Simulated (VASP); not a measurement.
# Al (Fm-3m) in VASP: single point with PBE

Aim: the single point of Al with PBE.

Everything below comes from runs of VASP 6.6.1. Logs are shortened: lines on timing, memory, paths and dates and some standing lists are left out, and cuts for length are marked.

**1. The crystal as given**

The structure is cubic, space group Fm-3m (No. 225). Conventional cell: a = 4.039 Å, b = 4.039 Å, c = 4.039 Å, α = 90.00°, β = 90.00°, γ = 90.00°. Around Al (site symmetry m-3m) lie 12 Al at 2.86 Å.

**2. Single point, PBE**

The input, INCAR:

```
  PREC = Accurate
  ENCUT = 520
  EDIFF = 1E-6
  ISMEAR = 1
  SIGMA = 0.1
  LREAL = False
  LASPH = True
  NELM = 80
  ALGO = Fast
  ISIF = 2
  LWAVE = False
  LCHARG = False
  GGA = PE
  ICORELEVEL = 1
```

The input, KPOINTS:

```
regular mesh
0
Gamma
  13 10 37
```

The input, POSCAR:

```
Al
1.0
    2.8562036900      0.0000000000      0.0000000000
    0.0000000000      4.0392820000      0.0000000000
    1.4281018500      2.0196410000      1.4281018500
Al
1
Direct
    0.0000000000      0.0000000000      0.0000000000
```

Potentials or basis: VASP PAW PBE potentials, release 64 (Al).

On the command line:

```bash
> cat potpaw_PBE.64/Al/POTCAR > POTCAR
> mpirun -np 1 vasp_std > vasp.out
```

OUTCAR:

```text
PREC = Accurate
   ENCUT = 520
   EDIFF = 1E-6
   ISMEAR = 1
   LREAL = False
   LASPH = True
   NELM = 80
   ISIF = 2
   GGA = PE

 ion  position               nearest neighbor table
   1  0.000  0.000  0.000-

  LATTYP: Found a face centered cubic cell.
 ALAT       =     4.0392819976

  Lattice vectors:

 A1 = (   1.4281018400,  -2.0196410000,  -1.4281018500)
 A2 = (   2.8562036900,   0.0000000000,   0.0000000000)
 A3 = (   1.4281018500,  -2.0196410000,   1.4281018500)

Analysis of symmetry for initial positions (statically):
=====================================================================
 Subroutine PRICEL returns:
 Original cell was already a primitive cell.

 Routine SETGRP: Setting up the symmetry group for a
 face centered cubic supercell.

 Subroutine GETGRP returns: Found 48 space group operations
 (whereof 48 operations were pure point group operations)
 out of a pool of 48 trial point group operations.

The static configuration has the point symmetry O_h .

Analysis of symmetry for dynamics (positions and initial velocities):
=====================================================================
 Subroutine PRICEL returns:
 Original cell was already a primitive cell.

 Routine SETGRP: Setting up the symmetry group for a
 face centered cubic supercell.

 Subroutine GETGRP returns: Found 48 space group operations
 (whereof 48 operations were pure point group operations)
 out of a pool of 48 trial point group operations.

The dynamic configuration has the point symmetry O_h .

 Subroutine INISYM returns: Found 48 space group operations
 (whereof 48 operations are pure point group operations),
 and found     1 'primitive' translations

----------------------------------------------------------------------------------------

                                     Primitive cell

  volume of cell :      16.4760

  direct lattice vectors                    reciprocal lattice vectors
     2.856203690  0.000000000  0.000000000     0.350115086  0.000000000 -0.350115086
     0.000000000  4.039282000  0.000000000     0.000000000  0.247568751 -0.350115085
     1.428101850  2.019641000  1.428101850     0.000000000  0.000000000  0.700230169

  length of vectors
     2.856203690  4.039282000  2.856203697     0.495137503  0.428801655  0.700230169

  position of ions in fractional coordinates (direct lattice)
     0.000000000  0.000000000  0.000000000

  ion indices of the primitive-cell ions
   primitive index   ion index
                 1           1

----------------------------------------------------------------------------------------

 KPOINTS: regular mesh

Automatic generation of k-mesh.
 Grid dimensions read from file:
 generate k-points for:   13   10   37

 Generating k-lattice:

  Cartesian coordinates                     Fractional coordinates (reciprocal lattice)
     0.026931930  0.000000000 -0.026931930     0.076923077  0.000000000  0.000000000
     0.000000000  0.024756875 -0.035011508     0.000000000  0.100000000 -0.000000000
     0.000000000  0.000000000  0.018925140     0.000000000  0.000000000  0.027027027

  Length of vectors
     0.038087500  0.042880165  0.018925140

  Shift w.r.t. Gamma in fractional coordinates (k-lattice)
     0.000000000  0.000000000  0.000000000

 -----------------------------------------------------------------------------
|                                                                             |
|           W    W    AA    RRRRR   N    N  II  N    N   GGGG   !!!           |
|           W    W   A  A   R    R  NN   N  II  NN   N  G    G  !!!           |
|           W    W  A    A  R    R  N N  N  II  N N  N  G       !!!           |
|           W WW W  AAAAAA  RRRRR   N  N N  II  N  N N  G  GGG   !            |
|           WW  WW  A    A  R   R   N   NN  II  N   NN  G    G                |
|           W    W  A    A  R    R  N    N  II  N    N   GGGG   !!!           |
|                                                                             |
|     Your reciprocal lattice and k-lattice belong to different lattice       |
|     classes:                                                                |
|                                                                             |
|        The reciprocal lattice is body-centered cubic,                       |
|        whereas your k-lattice is triclinic.                                 |
|                                                                             |
|     Results are often still useful ...                                      |
|                                                                             |
 -----------------------------------------------------------------------------

 WARNING: IBZKPT: internal override: KBLOWUP is changed to .FALSE.
      ... skipping the blow-up phase ...

 Subroutine IBZKPT returns following result:
 ===========================================

 Found   2406 irreducible k-points:

 Following reciprocal coordinates:
            Coordinates               Weight
  0.000000  0.000000  0.000000      1.000000
  0.076923  0.000000  0.000000      2.000000
  0.153846  0.000000  0.000000      2.000000
  0.230769  0.000000  0.000000      2.000000
  0.307692  0.000000  0.000000      2.000000
  0.384615  0.000000  0.000000      2.000000
[... 16 lines left out ...]
  0.153846  0.200000  0.000000      2.000000
  0.230769  0.200000  0.000000      2.000000
 [... further k-points ...]
   k-points           NKPTS =   2406   k-points in BZ     NKDIM =   2406   number of bands    NBANDS=      5
   number of dos      NEDOS =    301   number of ions     NIONS =      1
   total plane-waves  NPLWV =  17280
   dimension x,y,z NGX =    24 NGY =   30 NGZ =   24
   dimension x,y,z NGXF=    48 NGYF=   60 NGZF=   48
   ions per type =               1
   NGX,Y,Z   is equivalent  to a cutoff of  13.97, 12.35, 13.97 a.u.
   NGXF,Y,Z  is equivalent  to a cutoff of  27.94, 24.69, 27.94 a.u.
 SYSTEM =  unknown system
   PREC   = accura    normal or accurate (medium, high low for compatibility)
   ISTART =      0    job   : 0-new  1-cont  2-samecut
   ICHARG =      2    charge: 1-file 2-atom 10-const
   ISPIN  =      1    spin polarized calculation?
   LNONCOLLINEAR =      F non collinear calculations
   LSORBIT =      F    spin-orbit coupling
   LASPH  =      T    aspherical Exc in radial PAW
   ENCUT  =  520.0 eV  38.22 Ry    6.18 a.u.   5.31  7.51  5.31*2*pi/ulx,y,z
   NELM   =     80;   NELMIN=  2; NELMDL= -5     # of ELM steps
   EDIFF  = 0.1E-05   stopping-criterion for ELM
   LREAL  =      F    real-space projection
   EDIFFG = 0.1E-04   stopping-criterion for IOM
   NSW    =      0    number of steps for IOM
   IBRION =     -1    ionic relax: 0-MD 1-quasi-New 2-CG
   NFREE  =      0    steps in history (QN), initial steepest desc. (CG)
   ISIF   =      2    stress and relaxation
   ISYM   =      2    0-nonsym 1-usesym 2-fastsym
   POTIM  = 0.5000    time-step for ionic-motion
   TEBEG  =    0.0;   TEEND  =   0.0 temperature during run
   PSTRESS=    0.0 pullay stress
   NELECT =       3.0000    total number of electrons
   NUPDOWN=      -1.0000    fix difference up-down
   EMIN   =  10.00;   EMAX   =-10.00  energy-range for DOS
   EFERMI =   0.00;   METHOD = LEGACY
   ISMEAR =     1;   SIGMA  =   0.10  broadening in eV -4-tet -1-fermi 0-gaus
   EFERMI_NEDOS =   21; number of points for ismear=-14 and -15
   IALGO  =     68    algorithm
   IMIX   =      4    mixing-type and parameters
     AMIX     =   0.40;   BMIX     =  1.00
     AMIX_MAG =   1.60;   BMIX_MAG =  1.00
  volume/ion in A,a.u.               =      16.48       111.19
  Fermi-wavevector in a.u.,A,eV,Ry     =   0.927893  1.753463 11.714409  0.860985
  Thomas-Fermi vector in A             =   2.054011
   LORBIT       =      0    0 simple, 1 ext, 2 COOP (PROOUT), +10 PAW based schemes
   GGA     = PE    functional components
   LHFCALC =     F    Hartree Fock is set to
   AEXX    =    0.0000 exact exchange contribution
   IVDW    =     0    specifies the selected vdW correction
   LEPSILON=     F    determine dielectric tensor
   LRPA    =     F    only Hartree local field effects (RPA)
 non-spin polarized calculation
 RMM-DIIS sequential band-by-band and
 Methfessel and Paxton  Order N= 1 SIGMA  =   0.10
  energy-cutoff  :      520.00
  volume of cell :       16.48
 maximum number of plane-waves:       459
 NGX is ok and might be reduce to    24
   NGX = 11   NGY = 15   NGZ = 11

 number of electron       3.0000000 magnetization

 Free energy of the ion-electron system (eV)
  ---------------------------------------------------
  ext. energy  EPLUGINS =         0.00000000
  ---------------------------------------------------
  free energy    TOTEN  =        -3.74378156 eV

  energy without entropy =       -3.74371551  energy(sigma->0) =       -3.74375955

 the core state eigenenergies are
   1-  1s  -1498.1799  2s    -95.4075  2p    -56.8668

 E-fermi :   7.9993     XC(G=0): -10.2017

 val. band max:        7.9988408675   @ k =   0.4615   0.4000   0.1892
 cond. band min:       8.0000089936   @ k =  -0.2308   0.3000   0.2432
 fundamental gap:      0.0011681261
 Fermi energy:         7.9993209319

 k-point     1 :       0.0000    0.0000    0.0000
  band No.  band energies     occupation
      1      -3.1290      2.00000
      2      20.6427      0.00000
      3      20.6427      0.00000
      4      20.6427      0.00000
      5      22.1458      0.00000

 k-point     2 :       0.0769    0.0000    0.0000
  band No.  band energies     occupation
      1      -2.9144      2.00000
      2      19.0865      0.00000
      3      19.0865      0.00000
      4      19.3735      0.00000
      5      21.6505      0.00000

 k-point     3 :       0.1538    0.0000    0.0000
  band No.  band energies     occupation
      1      -2.2725      2.00000
      2      17.3046      0.00000
      3      17.3046      0.00000
      4      17.4804      0.00000
      5      20.5399      0.00000
[... 249 lines left out ...]
 k-point    35 :       0.0769    0.3000    0.0000
  band No.  band energies     occupation
      1       0.3308      2.00000
      2       8.0445      0.31561
      3      17.3295      0.00000
      4      18.7023      0.00000
      5      18.9275      0.00000

 k-point    36 :       0.1538    0.3000    0.0000
  band No.  band energies     occupation
      1       1.7687      2.00000
      2       6.8181      2.00000
      3      15.1998      0.00000
      4      16.2087      0.00000
      5      17.9657      0.00000

 k-point    37 :       0.2308    0.3000    0.0000
  band No.  band energies     occupation

------------------------ aborting loop because EDIFF is reached ----------------------------------------

  FORCE on cell =-STRESS in cart. coord.  units (eV):
  Direction    XX          YY          ZZ          XY          YZ          ZX
  --------------------------------------------------------------------------------------
  -------------------------------------------------------------------------------------
  Total        0.0069098      0.0069098      0.0069098     -0.0000000     -0.0000000      0.0000000
  in kB        0.6719264      0.6719264      0.6719264     -0.0000000     -0.0000000      0.0000000
  external PRESSURE =       0.6719264 kB  Pullay stress =       0.0000000 kB

 VOLUME and BASIS-vectors are now :
 -----------------------------------------------------------------------------
  energy-cutoff  :      520.00
  volume of cell :       16.48
      direct lattice vectors                 reciprocal lattice vectors
     2.856203690  0.000000000  0.000000000     0.350115086  0.000000000 -0.350115086
     0.000000000  4.039282000  0.000000000     0.000000000  0.247568751 -0.350115085
     1.428101850  2.019641000  1.428101850     0.000000000  0.000000000  0.700230169

 POSITION                                       TOTAL-FORCE (eV/Angst)
 -----------------------------------------------------------------------------------
      0.00000      0.00000      0.00000         0.000000      0.000000      0.000000
 -----------------------------------------------------------------------------------
    total drift:                                0.000000      0.000000     -0.000000

  FREE ENERGIE OF THE ION-ELECTRON SYSTEM (eV)
  ---------------------------------------------------
  free  energy   TOTEN  =        -3.7437815629 eV

  energy  without entropy=       -3.7437155107  energy(sigma->0) =       -3.74375955
```

Wall time 60 s (1 thread of Intel Xeon 6975P-C (Granite Rapids), shared host); peak memory 0.33 GiB.

What came out:

```yaml
Free_energy: -3.7438 eV
Pressure: 0.1 GPa
Band_gap_on_the_k_mesh: none (metal or under the smearing width)
```

Core levels (eV, on the scale of the bands):
```tsv
atom	levels
1 Al	1s -1498.2, 2s -95.4, 2p -56.9
```
